Zinc-blende CdSe in Ansatz 0.2.0, with PBE, PAW potentials and no spin–orbit coupling. The runs use a 420 eV plane-wave cutoff, an 8×8×8 k mesh and Fermi–Dirac smearing of 0.02 eV. The cells are the r2SCAN cell and evenly strained copies of it, and each gap is the least over the mesh and the named k points.

```
volume (Å³/atom)  shortest distance (Å)  band gap (eV)  least direct gap (eV)
          27.819                  2.624          0.631                  0.631
          27.862                  2.625          0.628                  0.628
          28.210                  2.636          0.603                  0.603
          28.441                  2.643          0.586                  0.586
          28.449                  2.644          0.586                  0.586
          28.872                  2.657          0.555                  0.555
          32.495                  2.764          0.312                  0.312
```

Reading down the table, the crystal grows and its band gap shrinks. The volume per atom $V$ and the shortest Cd–Se distance $d$ rise together, because in the zinc-blende structure the cell edge fixes both. The band gap equals the least direct gap in every row, so an electron can cross it without changing its crystal momentum. Both edges lie at $\Gamma$, the point where an orbital has the same phase in every unit cell. The seven rows therefore follow one and the same gap through one phase.

**The squeezed cells at the top**

The first two rows have the shortest bonds and the widest gaps, 0.631 and 0.628 eV. This may surprise a reader who has learnt that compression broadens bands and so closes gaps. Shorter bonds do broaden bands, but they also drive bonding and antibonding states apart. Which of the two wins depends on the orbitals that form the band edges.

The occupations in the unstrained cell give a clue to these orbitals. At $\Gamma$ three states of equal energy form the valence top, while a single state forms the conduction edge. A threefold level is what p orbitals give in a tetrahedral crystal, and a single level is what s orbitals give. This agrees with the standard bonding picture of CdSe, in which the valence top is mainly Se p and the conduction edge is an antibonding mixture of Cd s and Se s.

In that antibonding state the s orbital on each Cd atom has the opposite sign to the s orbitals on its four Se neighbours. All four bonds act in the same sense, and each of them pushes the level up. When the bonds shorten, the orbitals overlap more and the push becomes stronger. The s orbitals can't push the valence top in the same way, because at $\Gamma$ the symmetry of the crystal forbids s and p to mix.

The valence top has its own response. Se p combines with Cd p into a bonding state, and shorter bonds pull this state down, which widens the gap further. Three of the five d orbitals share the symmetry of the p orbitals at $\Gamma$, so these two kinds can mix. The filled Cd d shell lies below the Se p levels and pushes them up, and this push also strengthens as the bonds shorten. The broadening of the Se p band works in the same direction, since it lifts the top of the band. The effects on the valence top thus oppose each other, and if they largely cancel, the conduction edge is left as the main cause of the widening. This division is argued from bonding theory. The calculation gives the distance between the edges, whereas the separate edge energies have no common zero from one cell to the next.

**The middle rows and the slope**

From the third row to the unstrained cell at 28.872 Å³ per atom, the gap goes on falling. Two of these rows, at 28.441 and 28.449 Å³, share the printed gap of 0.586 eV. This is no plateau. Their volumes are so close that the trend predicts a difference of only about 0.0006 eV, and the unrounded gaps, 0.58625 and 0.58563 eV, differ by just that.

Since the rows are unevenly spaced, a fair comparison needs the gap change for a given relative change of volume. The natural measure is the slope against $\ln V$, known as the deformation potential of the gap. Between the most compressed and the unstrained cell it is

$$\frac{0.555-0.631}{\ln(28.872/27.819)}\ \text{eV}\approx-2.05\ \text{eV}.$$

One percent more volume thus costs about 0.02 eV of gap.

This number helps to estimate how strain shifts the gap of bulk CdSe. Even pressure from all sides should widen the gap by roughly that amount for each percent of lost volume, as far as the PBE slope holds for the real crystal. A film clamped only in its plane also changes shape, which splits the threefold valence top. The slope then describes only the part of the shift that comes from the volume.

The unstrained cell is not quite at rest in this calculation. Its size comes from another functional, r2SCAN, and PBE finds it still under a pressure of about 1.4 GPa. A cell relaxed with PBE would lie between the last two rows and would have a gap below 0.555 eV. The choice of lattice constant alone therefore shifts a computed gap, before any question arises of how well the functional describes the gap itself.

**The large drop in the last row**

The last step takes the gap from 0.555 to 0.312 eV. It accounts for 76% of the whole fall in the table and looks like the start of something new. Yet the same step also covers 76% of the whole range in $\ln V$. Its slope is $-2.06$ eV, the same as on the compressed side within the precision of the printed gaps. The drop is large because the volume step is large. With only one expanded cell, the table gives the average slope over this step and can't show whether the slope varies within it.

In relative terms the drop is still striking. The gap loses 44% of its value while the bonds lengthen by only about 4%. A common rule says that the coupling between orbitals on neighbouring atoms falls as $1/d^2$. If the whole gap followed this rule, it would scale as $V^{-2/3}$, and the last row would have

$$0.555\ \text{eV}\times\left(\frac{28.872}{32.495}\right)^{2/3}\approx0.513\ \text{eV}.$$

The predicted drop is 0.042 eV, while the computed one is 0.243 eV, nearly six times as large. The estimate uses only the unstrained gap and the two volumes, so the last row is a real test of it, and it fails.

The likely reason for the failure shows what kind of quantity a gap is. Leave the d shell aside for a moment and write each band edge as an average atomic level plus or minus a shift:

$$E_\text{gap}=(\bar\varepsilon_s+S)-(\bar\varepsilon_p-P)=(S+P)-(\bar\varepsilon_p-\bar\varepsilon_s).$$

Here $\bar\varepsilon_s$ and $\bar\varepsilon_p$ are the averages of the Cd and Se levels of each kind. $S$ is the rise of the antibonding s state above its average, and $P$ is the fall of the bonding p state below its own.

The first bracket grows with the coupling between neighbours, so it shrinks as the bonds stretch. Part of it comes from the unequal levels of Cd and Se and would remain without any coupling. In this simple picture the second bracket comes from the atoms alone, whose s levels lie well below their p levels, and it is taken not to change with the bond length. The gap is what remains when the second is subtracted from the first. A modest loss in a large term then becomes a heavy loss in a small remainder. The $1/d^2$ rule may describe the couplings reasonably well and still fail badly for the gap.

The size of this failure also owes something to the functional. PBE gaps are much too small, and the measured gap of CdSe is roughly 1.7 eV, a recalled value. The same drop of 0.24 eV would be only about 14% of such a gap, and the simple scaling would then fall short by a factor of about two instead of six. The slope has an error of its own, which these runs can't measure and which need not be small. PBE is expected to place the filled Cd d shell too close to the Se p levels, which would overstate the push on the valence top. This is one reason to expect the slope to be too small in size, and a larger true slope would raise that factor above two. The percentage carries the error of the gap on top of that, which makes the slope in eV the better number to carry away.

Spin–orbit coupling, which this calculation leaves out, supports the same preference. It would split the threefold valence top, raise its upper part and so lower the gap by roughly 0.1 eV. The splitting comes mainly from the inner region of the Se atom, which a small change of bond length barely touches. All rows should therefore shift by nearly the same amount, and the slope should hardly change.

**Why the slope stays so even**

The bonding picture explains the direction of the trend and the large relative change, but it doesn't fully explain why the slope is so constant. A coupling that falls as $1/d^2$ also loses its sensitivity as the bonds stretch. The bonds in the last step are on average two to three percent longer than those on the compressed side, so the slope should have weakened by at least about 5%, and by up to about 10% where the unequal levels of Cd and Se dominate the shifts. The table shows no such weakening. The unrounded gaps even show a very slight steepening, by less than one percent from the most compressed rows to the last step.

The Cd d shell may be what makes up the difference. Its push on the valence top works against the widening of the gap under compression, and d orbitals are compact, so this push fades quickly with distance. In the expanded crystal both the main effect and the opposing one are weaker, and their difference could stay nearly the same. This is a guess, and a mismatch of this size may also lie within the roughness of the $1/d^2$ rule. A calculation with the Cd d electrons frozen into the core would test the part played by the d shell.

**Volume or pressure**

The even slope disappears when the same gaps are set against pressure. On the compressed side the gap rises by 0.037 eV per GPa, and between the most expanded and the unstrained cell by 0.052 eV per GPa. It would be easy to conclude that the electrons of the expanded crystal are more sensitive.

It is the lattice that has changed. The pressure needed for a given relative change of volume averages 56 GPa per unit of $\ln V$ on the compressed side and 39 GPa on the expanded side. Stretched bonds resist less, so each GPa moves the atoms further, and the gap follows the atoms. A pressure coefficient thus mixes the response of the band edges with the stiffness of the crystal, and it holds only near the pressure at which it was taken. For strained material it is safer to work out the volume change first and then apply the slope.

The same reasoning carries over to related semiconductors if one first asks which orbitals form the edges. Where an antibonding s state at $\Gamma$ lies above a p-like valence top, as in GaAs or CdTe, compression widens the direct gap at that point. In silicon the lowest conduction states lie far from $\Gamma$ and have a different character, and there the gap narrows slightly under pressure. What decides the sign is the bonding character of the two edge states, more than the general broadening of the bands.
